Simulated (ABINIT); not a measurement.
Crystal: HfO2.

```
CELL_PARAMETERS angstrom
0.00000 2.55750 2.55750
2.55750 0.00000 2.55750
2.55750 2.55750 0.00000
ATOMIC_POSITIONS crystal
Hf 0.00000 0.00000 0.00000
O 0.75000 0.75000 0.75000
O 0.25000 0.25000 0.25000
```

Measurements of this composition are mostly on another form, of space group No. 14.

Base run:

```yaml
Program: ABINIT 10.8.3 (patched build)
Functional: LDA
Potentials_or_basis: PseudoDojo NC SR LDA v0.4.1 standard
Cutoff: 952 eV
k_mesh: 7 × 7 × 7
Occupations: fermi-dirac, width 0.05 eV
Spin: no spin polarisation
```

Its results: band gap on the k mesh 3.74 eV, indirect (least direct gap 3.92 eV).

Task: The run is repeated on the same cell with these changes: functional from LDA to PBE; potentials or basis from PseudoDojo NC SR LDA v0.4.1 standard to PseudoDojo NC SR PBE v0.4.1 standard. What comes out?

Result: Band gap on the k mesh 3.95 eV, indirect (least direct gap 4.11 eV).

Caveats: spin-orbit coupling is left out, which moves the levels of the heavy elements; an odd mesh through Γ misses points on the zone boundary, where band edges often lie.
